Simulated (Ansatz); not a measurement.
# MnSb (P6_3/mmc) in Ansatz: a series of runs

Runs on MnSb. Level: PBE. Tasks: single point.

All numbers are computed with Ansatz 0.2.0; they aren't measurements. Logs are shortened: lines on timing, memory, paths and dates and some standing lists are left out, and cuts for length are marked.

## Step 1: The structure

Symmetry: P6_3/mmc, No. 194, hexagonal system. The conventional cell has a = 4.150 Å, b = 4.150 Å, c = 5.780 Å, α = 90.00°, β = 90.00°, γ = 120.00°. Sb (site symmetry -6m2) has 6 Mn at 2.80 Å as nearest neighbours. Around Mn (site symmetry -3m) lie 6 Sb at 2.80 Å and 2 Mn at 2.89 Å.

## Step 2: Single point, PBE, collinear spin, ferromagnetic start

Input file input.yaml:

```yaml
crystal:
  lattice:
    - [4.15, 0.0, 0.0]
    - [-2.075, 3.5940054257, 0.0]
    - [0.0, 0.0, 5.78]
  atoms:
    - { symbol: Sb, position: [0.6666666667, 0.3333333333, 0.75] }
    - { symbol: Sb, position: [0.3333333333, 0.6666666667, 0.25] }
    - { symbol: Mn, position: [0.0, 0.0, 0.5], spin: 4.0 }
    - { symbol: Mn, position: [0.0, 0.0, 0.0], spin: 4.0 }
hamiltonian:
  xc: pbe
  pseudopotentials: { kind: paw }
magnetization:
  spin_polarized: true
kpoints:
  mp_grid: { grid: [7, 7, 5] }
scf:
  occupations: { method: gaussian, width: 0.022 }
output:
  forces: true
  stress: true
  eigenvalues: true
```

Potentials or basis: Ansatz PAW.

Run with:

```console
$ ansatz run input.yaml --threads 2 --pin off --max-ram 5632MiB --backend cpu --events-out ev --progress --plain --runs-dir out
```

The log of the run:

```text
Warning: RAYON_NUM_THREADS=2 ignored (pool sized by the plan → 2); use --threads N
Engine: ansatz 0.2.0, x86_64-unknown-linux-gnu
Pseudopotentials: kind: paw
Pseudopotential: Sb, paw, valence charge 15, recommended cutoff 420 eV (normal), Sb.paw.azcp
Pseudopotential: Mn, paw, valence charge 15, recommended cutoff 420 eV (normal), Mn.paw.azcp
Functional definition: PBE
  parameter kappa = 0.804
  parameter beta = 0.06672455060314922
  exchange = pbe_x(kappa = kappa, mu = beta*pi^2/3)
  correlation = pbe_c(beta = beta)
Crystal: 4 atoms, lattice volume = 86.209 Å³
Basis set: ecut = 420 eV, 1657 PW (Γ), exchange–correlation on 60×60×80 points (8 copies of the dense FFT grid, shifted against one another)
Bands: 41, of which v1, the nominal top of the filled ones, is band 30 counted from 1 (29 counted from 0)
Symmetry: 24 space group operations
Space group: P63/mmc (ITA 194), of the structure as read, at distance tolerance 4.4e-5 Å
Magnetic group: BNS 194.263 (UNI 1493), of the structure as read, at distance tolerance 4.4e-5 Å
k-points: 24 of 245
Non-local potential: Sb, projectors of the file, l = 0: 2, l = 1: 2, l = 2: 2, l = 3: 2
Non-local potential: Mn, projectors of the file, l = 0: 3, l = 1: 2, l = 2: 3, l = 3: 1
PAW form: soft (Blöchl's): semilocal exchange-correlation on the pseudo side does not see the compensation charge
PAW one-centre angular grid: Sb, 590 points (default); XC on 64 Gauss nodes
PAW one-centre angular grid: Mn, 590 points (default); XC on 64 Gauss nodes
Initial density: superposition of atomic densities (chi_scale 0.1, normalization cell)
Starting moments: Σ|m| = 8 μB on 2 of 4 sites
Initial wavefunctions: pseudopotential atomic-orbital guess
Functional: x = pbe(κ = 0.804, μ = 0.2195149727645171), c = pbe(β = 0.06672455060314922)
iter 1 solved again at ethr=8.03e-4 eV; its pass at ethr=3.10e-3 eV (dr2=4.82e-1 eV) is discarded
SCF iter   1: F=—  HF=-20765.466912 eV  |F-HF|=—  |Δ(HF+E_count)|=         —  Δρ=1.86e-2 (↑1.24e-2 ↓1.86e-2)  dr2=4.89e-1  dr2_m=1.07e-1  M=7.062 μB ∫|m|=7.722 μB  β_m=0.30  ethr=8.03e-4  ⟨swp⟩=1.2  Hψ=10383  notcnv=0
Mixer restart at iter 1: flushing history
preconditioner: auto → Kerker (q_TF=auto, 2.568 Å⁻¹)  [metal: Δε(μ)=0.013 eV  Ē_g=7.315 eV  σ=0.022 eV  W_gap=0.31  n_scr=22 (ndim 8)  ℏωp=19.6 eV  f_vac=0.000  D(μ)=3.82/eV (n_scr^D=34)]
spin=Collinear: Kerker preconditioning applied to the charge; magnetization (m = ρ↑ − ρ↓) channel mixes plain (no charge-response kernel on spin).
SCF iter   2: F=—  HF=-20765.895893 eV  |F-HF|=—  |Δ(HF+E_count)|=   4.29e-1  Δρ=1.72e-2 (↑9.46e-3 ↓1.72e-2)  dr2=4.82e-1  dr2_m=7.72e-2  M=6.912 μB ∫|m|=7.670 μB  β_m=0.65  ethr=8.03e-4  ⟨swp⟩=2.0  Hψ=2499  notcnv=0
SCF iter   3: F=—  HF=-20766.586278 eV  |F-HF|=—  |Δ(HF+E_count)|=   6.90e-1  Δρ=1.26e-2 (↑6.78e-3 ↓1.26e-2)  dr2=2.86e-1  dr2_m=5.10e-2  M=6.654 μB ∫|m|=7.526 μB  β_m=0.82  ethr=8.03e-4  ⟨swp⟩=3.0  Hψ=3361  notcnv=0
SCF iter   4: F=—  HF=-20766.626792 eV  |F-HF|=—  |Δ(HF+E_count)|=         —  Δρ=8.46e-3 (↑8.46e-3 ↓2.96e-3)  dr2=1.14e-1  dr2_m=9.46e-3  M=6.654 μB ∫|m|=7.532 μB  β_m=0.82  ethr=4.77e-4  ⟨swp⟩=2.3  Hψ=3305  notcnv=0  defer=163
Mixer restart at iter 4: flushing history
SCF iter   5: F=—  HF=-20766.653463 eV  |F-HF|=—  |Δ(HF+E_count)|=   2.67e-2  Δρ=8.72e-3 (↑8.72e-3 ↓3.46e-3)  dr2=7.74e-2  dr2_m=6.15e-3  M=6.633 μB ∫|m|=7.487 μB  β_m=0.64  ethr=1.90e-4  ⟨swp⟩=3.0  Hψ=4143  notcnv=0  defer=163
SCF iter   6: F=—  HF=-20766.633634 eV  |F-HF|=—  |Δ(HF+E_count)|=   1.98e-2  Δρ=2.59e-3 (↑2.59e-3 ↓1.58e-3)  dr2=1.09e-2  dr2_m=2.95e-4  M=6.645 μB ∫|m|=7.518 μB  β_m=0.82  ethr=1.29e-4  ⟨swp⟩=2.1  Hψ=3010  notcnv=0  defer=164
SCF iter   7: F=—  HF=-20766.632989 eV  |F-HF|=—  |Δ(HF+E_count)|=   6.45e-4  Δρ=7.82e-4 (↑7.78e-4 ↓7.82e-4)  dr2=1.81e-3  dr2_m=7.20e-6  M=6.664 μB ∫|m|=7.543 μB  β_m=0.91  ethr=1.81e-5  ⟨swp⟩=2.1  Hψ=2791  notcnv=0  defer=164
SCF iter   8: F=—  HF=-20766.633168 eV  |F-HF|=—  |Δ(HF+E_count)|=   1.79e-4  Δρ=3.63e-4 (↑2.42e-4 ↓3.63e-4)  dr2=1.52e-4  dr2_m=5.57e-5  M=6.685 μB ∫|m|=7.563 μB  β_m=0.96  ethr=3.01e-6  ⟨swp⟩=2.5  Hψ=3516  notcnv=0  defer=164
SCF iter   9: F=—  HF=-20766.633139 eV  |F-HF|=—  |Δ(HF+E_count)|=   2.92e-5  Δρ=3.42e-4 (↑1.63e-4 ↓3.42e-4)  dr2=1.96e-4  dr2_m=9.69e-6  M=6.692 μB ∫|m|=7.569 μB  β_m=0.80  ethr=2.53e-7  ⟨swp⟩=2.0  Hψ=3287  notcnv=0  defer=164
SCF iter  10: F=—  HF=-20766.633163 eV  |F-HF|=—  |Δ(HF+E_count)|=   2.46e-5  Δρ=1.88e-4 (↑5.54e-5 ↓1.88e-4)  dr2=4.95e-5  dr2_m=4.73e-6  M=6.688 μB ∫|m|=7.566 μB  β_m=0.90  ethr=2.53e-7  ⟨swp⟩=1.8  Hψ=2239  notcnv=0  defer=164
SCF iter  11: F=—  HF=-20766.633169 eV  |F-HF|=—  |Δ(HF+E_count)|=   6.13e-6  Δρ=1.62e-5 (↑1.12e-5 ↓1.62e-5)  dr2=3.73e-7  dr2_m=9.20e-8  M=6.685 μB ∫|m|=7.564 μB  β_m=0.95  ethr=8.24e-8  ⟨swp⟩=2.0  Hψ=2385  notcnv=0  defer=164
SCF iter  12: F=—  HF=-20766.633170 eV  |F-HF|=—  |Δ(HF+E_count)|=   5.35e-7  Δρ=8.99e-6 (↑4.40e-6 ↓8.99e-6)  dr2=4.88e-8  dr2_m=3.14e-8  M=6.685 μB ∫|m|=7.564 μB  β_m=0.98  ethr=6.22e-10  ⟨swp⟩=2.0  Hψ=2539  notcnv=0  defer=164
SCF iter  13: F=-20766.633170 eV  HF=-20766.633170 eV  |F-HF|=1.51e-9  |Δ(HF+E_count)|=   2.02e-8  Δρ=1.10e-6 (↑4.03e-7 ↓1.10e-6)  dr2=1.89e-9  dr2_m=1.36e-10  M=6.685 μB ∫|m|=7.564 μB  ethr=8.13e-11  ⟨swp⟩=7.7  Hψ=8406  notcnv=0
SCF 1 converged in 13 iterations: F = -20766.633170 eV  dr2 = 1.89e-9
SCF converged after 13 iterations
Magnetization: 6.6848 μB (33.3424 up, 26.6576 down)
Absolute magnetization: 7.5706 μB (∫|ρ↑−ρ↓|, with the PAW one-centre terms)
Spin contamination: 0.3293 ħ² per cell (⟨S²⟩ above its minimum at these occupations)
Per-site moments (μB) at R_I (Å): [(-0.12584231498110915, 1.154179005085336), (-0.12584231498110937, 1.1541790050853362), (3.4251691280225836, 1.154179005085336), (3.425169128022587, 1.154179005085336)]
Free energy (F): -20766.633170 eV
Harris-Foulkes:  -20766.633170 eV  (|F-HF|=1.51e-9)
Internal energy: -20766.632150 eV  (E = F + TS)
E sigma→0 (E₀):  -20766.632660 eV
Entropy (-TS):   -0.001020 eV (-0.255 meV/atom)
Fermi energy:    12.036271 eV
--- Per-component energies (eV) ---
  E_band       = -837.506307
  E_kinetic    = 1019.379249
  E_local      = -7410.560359  (includes V_loc(G=0)·N_el)
  E_nonlocal   = 1222.107710
  E_hartree    = 3208.088248
  E_xc         = -501.069050
  E_vxc        = -479.406845  (∫ρ·V_xc dr)
  E_paw        = -11762.403226  (= ΣΔE_a)
  E_vpaw       = -1605.206214  (= ΣTr[D̂ρ^β])
  E_aug_tail   = -0.000022  (compensation charges beyond the density's cutoff)
  E_ewald      = -6542.174698
  E_smearing   = -0.001020  (= −TS)
  E_closure    = -0.000000  (closes the sum)
  Σ components = -20766.633170   (vs F -20766.633170, Δ=0.00e0)
--- Forces (eV/Å), atoms counted from 1 ---
  atom   1  Sb     0.00000000    -0.00000000     0.00000000
  atom   2  Sb     0.00000000     0.00000000     0.00000000
  atom   3  Mn     0.00000000     0.00000000     0.00000000
  atom   4  Mn     0.00000000     0.00000000    -0.00000000
  max |Σ_I F_I| component: 2.31e-18 eV/Å
--- Stress (GPa, compression-positive) ---
       -2.956748      -0.000000       0.000000
       -0.000000      -2.956748       0.000000
        0.000000       0.000000      -4.148767
  P = ⅓ Tr σ = -3.3541 GPa (-33.541 kbar)
--- Band table (eV; the first three rows and the last of 48) ---
  k-point 0 ↑: bands = ["-69.0098", "-69.0030", "-37.8521", "-37.8521", "-37.8446", "-37.8446", "-37.6289", "-37.5487", "-16.7907", "-16.7907", "-16.7691", "-16.7683", "-16.7683", "-16.7672", "-16.7599", "-16.7599", "-16.7587", "-16.7587", "0.5240", "3.5024", "6.4608", "8.2031", "8.2031", "8.8366", "9.1464", "9.1464", "9.4525", "9.4525", "10.1917", "10.1917", "11.5457", "12.5393", "12.5393", "14.3215", "14.3215", "14.6708", "15.0628", "16.3278", "17.7057", "17.7057", "19.2662"]
  k-point 1 ↑: bands = ["-69.0092", "-69.0036", "-37.8514", "-37.8514", "-37.8453", "-37.8453", "-37.6213", "-37.5564", "-16.7890", "-16.7890", "-16.7715", "-16.7715", "-16.7689", "-16.7674", "-16.7587", "-16.7587", "-16.7584", "-16.7584", "0.6921", "2.9219", "7.2260", "8.3048", "8.3048", "8.9310", "9.2113", "9.2113", "9.3276", "9.3276", "9.9933", "9.9933", "11.3702", "12.8562", "12.8562", "13.6156", "14.2591", "14.2591", "15.3758", "16.8523", "17.5401", "17.5401", "18.5612"]
  k-point 2 ↑: bands = ["-69.0075", "-69.0053", "-37.8495", "-37.8495", "-37.8472", "-37.8472", "-37.6013", "-37.5765", "-16.7843", "-16.7843", "-16.7779", "-16.7779", "-16.7684", "-16.7678", "-16.7578", "-16.7578", "-16.7576", "-16.7576", "1.1870", "1.9715", "8.5255", "8.5904", "8.5904", "8.9860", "8.9860", "9.0614", "9.3928", "9.3928", "9.6629", "9.6629", "11.2084", "12.0264", "13.4859", "13.4859", "14.0078", "14.0078", "16.1668", "16.9675", "17.4019", "17.4019", "17.7211"]
  k-point 23 ↓: bands = ["-65.3555", "-65.3530", "-34.2123", "-34.2119", "-34.2094", "-34.2090", "-34.1333", "-34.1041", "-16.8120", "-16.8114", "-16.8103", "-16.8019", "-16.7910", "-16.7905", "-16.7859", "-16.7854", "-16.7839", "-16.7826", "2.7417", "2.9142", "7.4320", "7.5498", "8.2021", "8.7693", "10.6951", "10.7695", "12.3089", "12.6175", "12.8432", "12.8704", "13.0757", "13.0839", "13.4928", "13.6070", "15.4064", "15.9607", "18.0095", "18.1474", "18.9704", "19.1049", "19.9613"]
```

Run time: 8.4 s. Hardware: 2 threads of Intel Xeon Platinum 8259CL at 2.50GHz (Skylake/Cascade Lake), shared host; peak memory 0.53 GiB.

What came out:

```
Free energy            : -20766.6332 eV
Pressure               : -3.4 GPa
Band gap on the k mesh : none (metal or under the smearing width)
Net moment             : 6.68 μB per cell
Absolute moment        : 7.57 μB per cell
Site moments           : Sb -0.13; Mn +3.43 μB
```

Stress tensor (GPa, compression positive):
```
-2.96  0.00  0.00
 0.00 -2.96  0.00
 0.00  0.00 -4.15
```

Caveat: only a ferromagnetic start was run, and an antiferromagnetic order may lie lower in energy. Spin-orbit coupling is left out, which matters for the levels of Sb.

## Step 3: Single point, PBE, collinear spin, ferromagnetic start

input.yaml: that of step 2 with these lines changed.

```diff
@@ -18,3 +18,3 @@
 scf:
-  occupations: { method: gaussian, width: 0.022 }
+  occupations: { method: gaussian, width: 0.023 }
 output:
```

Potentials or basis: Ansatz PAW.

Run with:

```console
$ ansatz run input.yaml --threads 2 --pin off --max-ram 5632MiB --backend cpu --events-out ev --progress --plain --runs-dir out
```

It took 7.9 s on 2 threads of Intel Xeon Platinum 8259CL at 2.50GHz (Skylake/Cascade Lake), shared host; peak memory 0.52 GiB.

The run converged. Its results:

| Quantity | Value |
| --- | --- |
| Free energy | -20766.6332 eV |
| Pressure | -3.4 GPa |
| Band gap on the k mesh | none (metal or under the smearing width) |
| Net moment | 6.68 μB per cell |
| Absolute moment | 7.57 μB per cell |
| Site moments | Sb -0.13; Mn +3.43 μB |

Stress tensor (GPa, compression positive):
```
-2.96  0.00  0.00
 0.00 -2.96  0.00
 0.00  0.00 -4.15
```

Levels at points of the mesh, in eV from the Fermi level:
Spin up:
```csv
k point,band 30,band 31,band 32,band 33,band 34,band 35,band 36,band 37
"(0.00, 0.00, 0.00)",-1.84,-0.49,0.50,0.50,2.28,2.28,2.63,3.03
```
Spin down:
| k point | band 24 | band 25 | band 26 | band 27 | band 28 | band 29 | band 30 | band 31 |
| --- | --- | --- | --- | --- | --- | --- | --- | --- |
| (0.00, 0.00, 0.00) | -0.88 | 0.04 | 0.04 | 0.33 | 0.33 | 0.56 | 0.56 | 1.48 |

Caveat: only a ferromagnetic start was run, and an antiferromagnetic order may lie lower in energy. The run has no spin-orbit coupling, so splittings on Sb are missing.

## Step 4: Single point, PBE, collinear spin, ferromagnetic start

input.yaml: that of step 3 with these lines changed.

```diff
@@ -18,3 +18,3 @@
 scf:
-  occupations: { method: gaussian, width: 0.023 }
+  occupations: { method: gaussian, width: 0.024 }
 output:
```

Run with:

```console
$ ansatz run input.yaml --threads 2 --pin off --max-ram 5632MiB --backend cpu --events-out ev --progress --plain --runs-dir out
```

It took 8.1 s on 2 threads of Intel Xeon Platinum 8259CL at 2.50GHz (Skylake/Cascade Lake), shared host; peak memory 0.53 GiB.

It converged, with:

| Property | Result |
| --- | --- |
| Free energy | -20766.6333 eV |
| Pressure | -3.4 GPa |
| Band gap on the k mesh | none (metal or under the smearing width) |
| Net moment | 6.69 μB per cell |
| Absolute moment | 7.57 μB per cell |
| Site moments | Sb -0.13; Mn +3.43 μB |

Stress tensor (GPa, compression positive):
```
-2.95  0.00  0.00
 0.00 -2.95  0.00
 0.00  0.00 -4.15
```

Levels at points of the mesh, in eV from the Fermi level:
Spin up:
```tsv
k point	band 30	band 31	band 32	band 33	band 34	band 35	band 36	band 37
(0.00, 0.00, 0.00)	-1.85	-0.49	0.50	0.50	2.28	2.28	2.63	3.03
```
Spin down:
| k point | band 25 | band 26 | band 27 | band 28 | band 29 | band 30 |
| --- | --- | --- | --- | --- | --- | --- |
| (0.00, 0.00, 0.00) | 0.04 | 0.04 | 0.33 | 0.33 | 0.56 | 0.56 |

Caveat: only a ferromagnetic start was run, and an antiferromagnetic order may lie lower in energy. Spin-orbit coupling is left out, which matters for the levels of Sb.

## Step 5: Single point, PBE, collinear spin, ferromagnetic start

input.yaml: that of step 4 with these lines changed.

```diff
@@ -18,3 +18,3 @@
 scf:
-  occupations: { method: gaussian, width: 0.024 }
+  occupations: { method: gaussian, width: 0.025 }
 output:
```

Potentials or basis: Ansatz PAW.

Run with:

```console
$ ansatz run input.yaml --threads 2 --pin off --max-ram 5632MiB --backend cpu --events-out ev --progress --plain --runs-dir out
```

The log of the run:

```text
Warning: RAYON_NUM_THREADS=2 ignored (pool sized by the plan → 2); use --threads N
Engine: ansatz 0.2.0, x86_64-unknown-linux-gnu
Pseudopotentials: kind: paw
[... 82 lines left out ...]
  k-point 0 ↑: bands = ["-69.0099", "-69.0031", "-37.8522", "-37.8522", "-37.8447", "-37.8447", "-37.6291", "-37.5488", "-16.7906", "-16.7906", "-16.7690", "-16.7682", "-16.7682", "-16.7672", "-16.7598", "-16.7598", "-16.7586", "-16.7586", "0.5240", "3.5024", "6.4608", "8.2030", "8.2030", "8.8365", "9.1463", "9.1463", "9.4524", "9.4524", "10.1916", "10.1916", "11.5455", "12.5393", "12.5393", "14.3214", "14.3214", "14.6708", "15.0628", "16.3278", "17.7056", "17.7056", "19.2662"]
  k-point 1 ↑: bands = ["-69.0093", "-69.0037", "-37.8515", "-37.8515", "-37.8454", "-37.8454", "-37.6214", "-37.5565", "-16.7889", "-16.7889", "-16.7715", "-16.7715", "-16.7688", "-16.7673", "-16.7586", "-16.7586", "-16.7583", "-16.7583", "0.6921", "2.9219", "7.2259", "8.3048", "8.3048", "8.9309", "9.2112", "9.2112", "9.3275", "9.3275", "9.9932", "9.9932", "11.3701", "12.8562", "12.8562", "13.6156", "14.2591", "14.2591", "15.3757", "16.8522", "17.5401", "17.5401", "18.5611"]
  k-point 2 ↑: bands = ["-69.0076", "-69.0054", "-37.8496", "-37.8496", "-37.8473", "-37.8473", "-37.6014", "-37.5766", "-16.7843", "-16.7843", "-16.7778", "-16.7778", "-16.7683", "-16.7677", "-16.7577", "-16.7577", "-16.7575", "-16.7575", "1.1870", "1.9715", "8.5255", "8.5903", "8.5903", "8.9859", "8.9859", "9.0613", "9.3927", "9.3927", "9.6628", "9.6628", "11.2083", "12.0264", "13.4859", "13.4859", "14.0078", "14.0078", "16.1667", "16.9674", "17.4019", "17.4019", "17.7211"]
  k-point 23 ↓: bands = ["-65.3553", "-65.3528", "-34.2121", "-34.2117", "-34.2092", "-34.2088", "-34.1330", "-34.1038", "-16.8119", "-16.8114", "-16.8102", "-16.8019", "-16.7910", "-16.7904", "-16.7858", "-16.7852", "-16.7837", "-16.7825", "2.7418", "2.9142", "7.4321", "7.5498", "8.2021", "8.7694", "10.6952", "10.7696", "12.3091", "12.6177", "12.8434", "12.8705", "13.0759", "13.0841", "13.4930", "13.6071", "15.4065", "15.9609", "18.0095", "18.1475", "18.9704", "19.1049", "19.9614"]
```

Run time: 9 s. Hardware: 2 threads of Intel Xeon Platinum 8259CL at 2.50GHz (Skylake/Cascade Lake), shared host; peak memory 0.53 GiB.

What came out:

* Free energy: -20766.6333 eV
* Pressure: -3.4 GPa
* Band gap on the k mesh: none (metal or under the smearing width)
* Net moment: 6.69 μB per cell
* Absolute moment: 7.57 μB per cell
* Site moments: Sb -0.13; Mn +3.43 μB

Levels at points of the mesh, in eV from the Fermi level:
Spin up:
```csv
k point,band 31,band 32,band 33,band 34,band 35,band 36
"(0.00, 0.00, 0.00)",-0.49,0.50,0.50,2.28,2.28,2.63
```
Spin down:
```
           k point  band 25  band 26  band 27  band 28  band 29  band 30
(0.00, 0.00, 0.00)     0.04     0.04     0.33     0.33     0.56     0.56
```

Caveat: only a ferromagnetic start was run, and an antiferromagnetic order may lie lower in energy.

## Step 6: Single point, PBE, collinear spin, ferromagnetic start

input.yaml: that of step 5 with these lines changed.

```diff
@@ -18,3 +18,3 @@
 scf:
-  occupations: { method: gaussian, width: 0.025 }
+  occupations: { method: gaussian, width: 0.026 }
 output:
@@ -23 +23,5 @@
   eigenvalues: true
+  write_density: true
+  write_potential: true
+  elf: true
+  volumetric_format: npy
```

Potentials or basis: Ansatz PAW.

Run with:

```console
$ ansatz run input.yaml --threads 2 --pin off --max-ram 5632MiB --backend cpu --events-out ev --progress --plain --runs-dir out
```

It took 10 s on 2 threads of Intel Xeon Platinum 8259CL at 2.50GHz (Skylake/Cascade Lake), shared host; peak memory 0.54 GiB.

Results (log left out):

| Property | Result |
| --- | --- |
| Free energy | -20766.6334 eV |
| Pressure | -3.3 GPa |
| Band gap on the k mesh | none (metal or under the smearing width) |
| Net moment | 6.69 μB per cell |
| Absolute moment | 7.57 μB per cell |
| Site moments | Sb -0.13; Mn +3.43 μB |

Stress tensor (GPa, compression positive):
```
-2.95  0.00  0.00
 0.00 -2.95  0.00
 0.00  0.00 -4.14
```

Levels at points of the mesh, in eV from the Fermi level:
Spin up:
```tsv
k point	band 31	band 32	band 33	band 34	band 35	band 36
(0.00, 0.00, 0.00)	-0.49	0.50	0.50	2.28	2.28	2.63
```
Spin down:
| k point | band 24 | band 25 | band 26 | band 27 | band 28 | band 29 | band 30 | band 31 |
| --- | --- | --- | --- | --- | --- | --- | --- | --- |
| (0.00, 0.00, 0.00) | -0.88 | 0.04 | 0.04 | 0.33 | 0.33 | 0.56 | 0.56 | 1.48 |

Caveat: only a ferromagnetic start was run, and an antiferromagnetic order may lie lower in energy. Spin-orbit coupling is left out, which matters for the levels of Sb.

## Step 7: Overview

```csv
smearing,gap on the mesh (eV),pressure (GPa),moment (μB)
gaussian 0.022 eV,none,-3.4,6.68
gaussian 0.023 eV,none,-3.4,6.68
gaussian 0.024 eV,none,-3.4,6.69
gaussian 0.025 eV,none,-3.4,6.69
gaussian 0.026 eV,none,-3.3,6.69
```

Alike in all rows: task single point; level PBE; potentials or basis Ansatz PAW; spin collinear, ferromagnetic start; cell as given; k mesh 7 × 7 × 5; cutoff (eV) 420.

Every run on the cell as given and a fine mesh finds a metal.

Caveats: only a ferromagnetic start was run, and an antiferromagnetic order may lie lower in energy.

Total energies depend on the potentials used, so only differences within one code and one set of settings carry meaning.
